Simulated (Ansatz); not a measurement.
# TiAl (Pm-3m) in Ansatz: a series of runs

The runs below take TiAl through phonons, elastic constants, with PBE.

Program: Ansatz 0.2.0. These are calculated values, not measurements. Logs are shortened: lines on timing, memory, paths and dates and some standing lists are left out, and cuts for length are marked.

### 1 The crystal as given

Symmetry: Pm-3m, No. 221, cubic system. Conventional cell: a = 3.179 Å, b = 3.179 Å, c = 3.179 Å, α = 90.00°, β = 90.00°, γ = 90.00°. Ti (site symmetry m-3m) has 8 Al at 2.75 Å as nearest neighbours. Al (site symmetry m-3m) is surrounded by 8 Ti at 2.75 Å.

The cell comes from a database or a generator and needn't be the stable form of this composition.

### 2 Phonons, PBE

The input, input.yaml:

```yaml
crystal:
  lattice:
    - [3.179064, 0.0, 0.0]
    - [0.0, 3.179064, 0.0]
    - [0.0, 0.0, 3.179064]
  atoms:
    - { symbol: Ti, position: [0.0, 0.0, 0.0] }
    - { symbol: Al, position: [0.5, 0.5, 0.5] }
hamiltonian:
  xc: pbe
  pseudopotentials: { kind: paw }
kpoints:
  mp_grid: { grid: [6, 6, 6] }
scf:
  occupations: { method: fermi_dirac, width: 0.05 }
phonons:
  method: dfpt
```

Potentials or basis: Ansatz PAW.

Started as:

```console
> ansatz run input.yaml --threads 2 --pin off --max-ram 5632MiB --backend cpu --events-out ev --progress --plain --runs-dir out
```

Output:

```text
Warning: RAYON_NUM_THREADS=2 ignored (pool sized by the plan → 2); use --threads N
Engine: ansatz 0.2.0, x86_64-unknown-linux-gnu
Pseudopotentials: kind: paw
Pseudopotential: Ti, paw, valence charge 12, recommended cutoff 420 eV (normal), Ti.paw.azcp
Pseudopotential: Al, paw, valence charge 3, recommended cutoff 420 eV (normal), Al.paw.azcp
Functional definition: PBE
  parameter kappa = 0.804
  parameter beta = 0.06672455060314922
  exchange = pbe_x(kappa = kappa, mu = beta*pi^2/3)
  correlation = pbe_c(beta = beta)
Crystal: 2 atoms, lattice volume = 32.129 Å³
Basis set: ecut = 420 eV, 619 PW (Γ), exchange–correlation on 48×48×48 points (8 copies of the dense FFT grid, shifted against one another)
Bands: 12, of which v1, the nominal top of the filled ones, is band 8 counted from 1 (7 counted from 0)
Symmetry: 48 space group operations
k-points: 40 of 216 (irreducible under 8 space group operations, time reversal used)
Non-local potential: Ti, projectors of the file, l = 0: 3, l = 1: 2, l = 2: 3, l = 3: 1
Non-local potential: Al, projectors of the file, l = 0: 2, l = 1: 2, l = 2: 1
PAW form: soft (Blöchl's): semilocal exchange-correlation on the pseudo side does not see the compensation charge
PAW one-centre angular grid: Ti, 590 points (default); XC on 64 Gauss nodes
PAW one-centre angular grid: Al, 110 points (default); XC on 64 Gauss nodes
Initial density: superposition of atomic densities (neutral atoms: chi_scale 0, normalization atom), corrected by the library's trained network
Initial wavefunctions: pseudopotential atomic-orbital guess
Functional: x = pbe(κ = 0.804, μ = 0.2195149727645171), c = pbe(β = 0.06672455060314922)
SCF iter   1: F=—  HF=-3037.714027 eV  |F-HF|=—  |Δ(HF+E_count)|=         —  Δρ=7.93e-3  dr2=2.65e-2  ethr=1.77e-3  ⟨swp⟩=5.0  Hψ=2433  notcnv=0
preconditioner: auto → none  [insulator: Δε(μ)=0.122 eV  Ē_g=5.304 eV  σ=0.050 eV  W_gap=0.54  n_scr=6 (ndim 8)  ℏωp=17.3 eV  f_vac=0.000  D(μ)=2.41/eV (n_scr^D=26)  ε∞_Penn≈11.7]
SCF iter   2: F=—  HF=-3037.708381 eV  |F-HF|=—  |Δ(HF+E_count)|=   5.65e-3  Δρ=2.53e-3  dr2=2.28e-3  ethr=1.77e-4  ⟨swp⟩=2.0  Hψ=944  notcnv=0
SCF iter   3: F=—  HF=-3037.707930 eV  |F-HF|=—  |Δ(HF+E_count)|=   4.51e-4  Δρ=3.72e-4  dr2=1.37e-5  ethr=1.52e-5  ⟨swp⟩=2.1  Hψ=594  notcnv=0
SCF iter   4: F=—  HF=-3037.707935 eV  |F-HF|=—  |Δ(HF+E_count)|=   4.90e-6  Δρ=6.95e-5  dr2=4.37e-7  ethr=9.13e-8  ⟨swp⟩=2.0  Hψ=583  notcnv=0
SCF iter   5: F=—  HF=-3037.707937 eV  |F-HF|=—  |Δ(HF+E_count)|=   1.99e-6  Δρ=1.97e-6  dr2=1.40e-9  ethr=2.91e-9  ⟨swp⟩=2.3  Hψ=585  notcnv=0
SCF iter   6: F=-3037.707937 eV  HF=-3037.707937 eV  |F-HF|=9.55e-12  |Δ(HF+E_count)|=  2.36e-10  Δρ=2.80e-7  dr2=7.99e-12  ethr=1.00e-12  ⟨swp⟩=3.6  Hψ=2072  notcnv=0
SCF 1 converged in 6 iterations: F = -3037.707937 eV  dr2 = 7.99e-12
DFPT response loops at Γ: preconditioner auto → Kerker (q_TF=auto, 2.403 Å⁻¹) (partly filled bands, converged f_vac=0.000); β = 1.00, the filter's whole step (`scf.mixing.beta` (0.50) is not read by the response loops under this deck's `scf.mixing.preconditioner`; to damp them name `kerker` or `kerker_dos`, under which they read `scf.mixing.beta`, and type it under 1.00, their step now; both keys bind the ground state too); Broyden in place of MSR1
SCF converged after 6 iterations
Free energy (F): -3037.707937 eV
Harris-Foulkes:  -3037.707937 eV  (|F-HF|=9.55e-12)
Internal energy: -3037.688559 eV  (E = F + TS)
E sigma→0 (E₀):  -3037.698248 eV
Entropy (-TS):   -0.019378 eV (-9.689 meV/atom)
Fermi energy:    11.475646 eV
--- Per-component energies (eV) ---
  E_band       = -162.263624
  E_kinetic    = 296.612982
  E_local      = -1021.447720  (includes V_loc(G=0)·N_el)
  E_nonlocal   = 19.303474
  E_hartree    = 435.159304
  E_xc         = -137.788468
  E_vxc        = -151.671683  (∫ρ·V_xc dr)
  E_paw        = -1515.614440  (= ΣΔE_a)
  E_vpaw       = -175.379437  (= ΣTr[D̂ρ^β])
  E_aug_tail   = 0.000131  (compensation charges beyond the density's cutoff)
  E_ewald      = -1113.913820
  E_smearing   = -0.019378  (= −TS)
  E_closure    = -0.000000  (closes the sum)
  Σ components = -3037.707937   (vs F -3037.707937, Δ=0.00e0)
--- Band table (eV; the first three rows and the last of 40) ---
  k-point 0: bands = ["-45.4010", "-21.6115", "-21.6115", "-21.6115", "2.1787", "10.0173", "10.0173", "13.2740", "13.2740", "13.2740", "15.8636", "15.8636"]
  k-point 1: bands = ["-45.3973", "-21.6547", "-21.6077", "-21.6077", "2.6177", "9.6980", "10.2094", "12.6747", "12.6747", "13.3240", "14.6415", "16.7906"]
  k-point 2: bands = ["-45.3899", "-21.7404", "-21.6002", "-21.6002", "3.8669", "8.1228", "10.6504", "11.9095", "11.9095", "13.4267", "14.1965", "18.5299"]
  k-point 39: bands = ["-45.3577", "-21.7376", "-21.7376", "-21.7376", "8.3646", "8.3646", "8.3646", "12.0759", "14.2629", "14.2629", "14.3597", "14.3597"]
--- Phonons (Γ-DFPT): 2 representative perturbations + reference, on 40 of 216 k-points (Σ response iterations 6) ---
  k mesh reduced under 8 symmetry operations, with k and −k counted as one. Each operation leaves every solved perturbation unchanged. A smaller set is not used because it would not reduce the number of displacements times k-points to solve
  ASR residual: 1.550e-3 → 0.000e0 eV/Å²; symmetrization residual: 5.326e-6 eV/Å²
  ASR residual per site (eV/Å²): 1.55e-3 3.83e-5
  Γ frequencies (cm⁻¹): 0.00 0.00 0.00 314.84 314.84 314.84
  non-analytic LO–TO correction: not included (Born effective charges unavailable; polar crystals: no LO–TO splitting at Γ)
```

Run time: 2.2 s. Hardware: 2 threads of AMD EPYC 7R32 (Zen 2), shared host; peak memory 0.43 GiB.

Results:

* Free energy: -3037.7079 eV
* Band gap on the k mesh: none (metal or under the smearing width)
* Highest phonon frequency at Γ: 315 cm⁻¹

Levels at points of the mesh, in eV from the Fermi level:
```csv
k point,band 4,band 5,band 6,band 7,band 8,band 9,band 10,band 11
"(0.00, 0.00, 0.00)",-33.09,-9.30,-1.46,-1.46,1.80,1.80,1.80,4.39
"(0.00, 0.00, -0.50)",-33.07,-6.07,-5.21,-0.56,0.14,0.14,2.00,2.98
"(0.00, -0.50, -0.50)",-33.06,-5.04,-2.13,-2.13,-1.48,0.70,0.70,2.72
"(-0.50, 0.00, 0.00)",-33.07,-6.07,-5.21,-0.56,0.14,0.14,2.00,2.98
"(-0.50, 0.00, -0.50)",-33.06,-5.04,-2.13,-2.13,-1.48,0.70,0.70,2.72
"(-0.50, -0.50, -0.50)",-33.21,-3.11,-3.11,-3.11,0.60,2.79,2.79,2.88
```

Phonon frequencies in cm⁻¹ (negative: imaginary):
| q point | frequencies |
| --- | --- |
| (0.000, 0.000, 0.000) | 0 0 0 315 315 315 |

### 3 Elastic constants, PBE

Changes to input.yaml since step 2:

```diff
@@ -15,3 +15,7 @@
   occupations: { method: fermi_dirac, width: 0.05 }
-phonons:
-  method: dfpt
+output:
+  forces: true
+  stress: true
+elastic:
+  mode: clamped_ion
+  stencil: two_point
```

Potentials or basis: Ansatz PAW.

Started as:

```console
> ansatz run input.yaml --threads 2 --pin off --max-ram 5632MiB --backend cpu --events-out ev --progress --plain --runs-dir out
```

Wall time 2.8 s (2 threads of AMD EPYC 7R32 (Zen 2), shared host); peak memory 0.38 GiB.

It converged, with:

```yaml
Free_energy: -3037.7079 eV
Pressure: 0.6 GPa
Band_gap_on_the_k_mesh: none (metal or under the smearing width)
Clamped-ion_elastic_constants_C11_C12_C44: 87, 129, 74 GPa
Voigt_bulk_modulus: 115 GPa
```

Levels at points of the mesh, in eV from the Fermi level:
```tsv
k point	band 4	band 5	band 6	band 7	band 8	band 9	band 10	band 11
(0.00, 0.00, 0.00)	-33.09	-9.30	-1.46	-1.46	1.80	1.80	1.80	4.39
(0.00, 0.00, -0.50)	-33.07	-6.07	-5.21	-0.56	0.14	0.14	2.00	2.98
(0.00, -0.50, -0.50)	-33.06	-5.04	-2.13	-2.13	-1.48	0.70	0.70	2.72
(-0.50, -0.50, -0.50)	-33.21	-3.11	-3.11	-3.11	0.60	2.79	2.79	2.88
```

Elastic tensor in Voigt notation (GPa, ions clamped, in the Cartesian axes of the cell as first typed):
```
 87 129 129   0   0   0
129  87 129   0   0   0
129 129  87   0   0   0
  0   0   0  74   0   0
  0   0   0   0  74   0
  0   0   0   0   0  74
```

Caveat: the elastic tensor has a negative eigenvalue, so either the cell is unstable as it stands or the mesh is too thin.
